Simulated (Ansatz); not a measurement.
Clean, relaxed (111) surface of Sn, space group Fd-3m (No. 227) (top face towards +c; atoms held fixed, by place in the list: 1, 2, 3):

```xyz
6
Lattice="4.6256 0.0000 0.0000 -2.3128 4.0059 0.0000 0.0000 0.0000 25.4977" Properties=species:S:1:pos:R:3 pbc="T T T"
Sn    0.0000    2.6706    8.5000
Sn    0.0000    0.0000    9.4442
Sn    0.0000    0.0000   12.2768
Sn    2.3128    1.3353   13.2271
Sn    2.3128    1.3353   16.1148
Sn    0.0000    2.6706   17.0436
```

The calculation used DFT PBEsol, scalar-relativistic, plane waves, PAW (Ansatz 0.2.0). Plane waves to 420 eV, a k mesh through Γ of 9×9×1 on the computed 6-atom cell and Gaussian smearing (0.10 eV); no spin polarisation. The cell repeats along c with a dipole correction in the vacuum.

With the adsorbate the run is spin-polarised, so any moments that the slab's own atoms take up count into E_ads.

The adsorption energy is E(slab + adsorbate) − E(slab) − E(free adsorbate, spin-polarised where open-shell). With the adsorbate the cell is lengthened along c to keep the vacuum.

Q: Co (atom) is put on the top face (one adsorbate per 18.5 Å²) at each of these sites and relaxed. Order them from strongest to weakest binding.
A. top (Sn) at (0.33, 0.67)
B. hollow (Sn-Sn) at (0.00, 0.00), 1.0 Å under the top layer

A: B (-4.82 eV), A (-2.14 eV).

Each end is the local minimum or symmetric point that its start leads to.

For at least one of the starts the bottom face's work function also shifts by over 0.1 eV: the slab is too thin to screen the adsorbate, so the work functions aren't converged with thickness.

The ends differ in their magnetic moment (2.8, 1.8 μB a cell), so part of the order can come from the spin state that each run reached.